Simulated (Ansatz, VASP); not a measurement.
# One calculation of Al, two programs

```
Al
1.0
     2.85354    0.00000    0.00000
    -1.42677    2.47124    0.00000
     0.00000    0.00000    9.38146
Al
4
Direct
  0.00000 0.00000 0.00000
  0.33333 0.66667 0.25000
  0.00000 0.00000 0.50000
  0.66667 0.33333 0.75000
```

Alike in both runs: functional PBE; k mesh 18 × 18 × 6; occupations gaussian, width 0.1 eV; no spin polarisation.

Ansatz relaxed the structure, and its values are those at the end. VASP's run is a single point on that final structure, the one shown.

|  | VASP | Ansatz |
| --- | --- | --- |
| version | VASP 6.6.1 | Ansatz 0.2.0 |
| potentials or method | VASP PAW PBE potentials, release 64 (Al) | scalar-relativistic, plane waves, PAW |
| plane-wave cutoff (eV) | 520 | 420 |
| valence electrons in the cell | 12 | 12 |

|  | VASP | Ansatz | Ansatz less VASP |
| --- | --- | --- | --- |
| gap on the k mesh at the Fermi level (eV) | none | none | - |
| pressure (GPa) | 0.0 | 0.0 | +0.01 |

A gap of «none» marks a metal or a gap that the smearing closes. With one functional, cell and mesh, what is left measures potentials, basis and numerics.
